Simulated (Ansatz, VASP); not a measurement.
# Ru in VASP and in Ansatz

```
Ru
1.0
     2.70580    0.00000    0.00000
    -1.35290    2.34329    0.00000
     0.00000    0.00000    4.28190
Ru
2
Cartesian
  1.3529 0.7811 3.2114
  0.0000 1.5622 1.0705
```

Alike in both runs: task relaxation of cell and atoms; functional revPBE; dispersion D4; k mesh 11 × 11 × 6; occupations fermi-dirac, width 0.05 eV; no spin polarisation.

|  | VASP | Ansatz |
| --- | --- | --- |
| version | VASP 6.6.1 | Ansatz 0.2.0 |
| potentials or method | VASP PAW PBE potentials, release 64 (Ru_pv), cutoff 600 eV | all-electron LAPW, scalar-relativistic |

Ansatz gave:

- relaxed volume (Å³/atom): 13.48
- relaxed cell length with the largest relative difference (Å): 4.273

Problem. What did VASP give for the same quantities?

Solution. Relaxed volume (Å³/atom): 13.48; relaxed cell length with the largest relative difference (Å): 4.272.

Ansatz ran all-electron here, so the differences hold the error of VASP's frozen core and of both bases.

Caveats: the PAW data sets were made with another functional, which shifts forces and pressure a little (VASP); pairwise dispersion overbinds metals, which lowers pressure and volume (VASP).
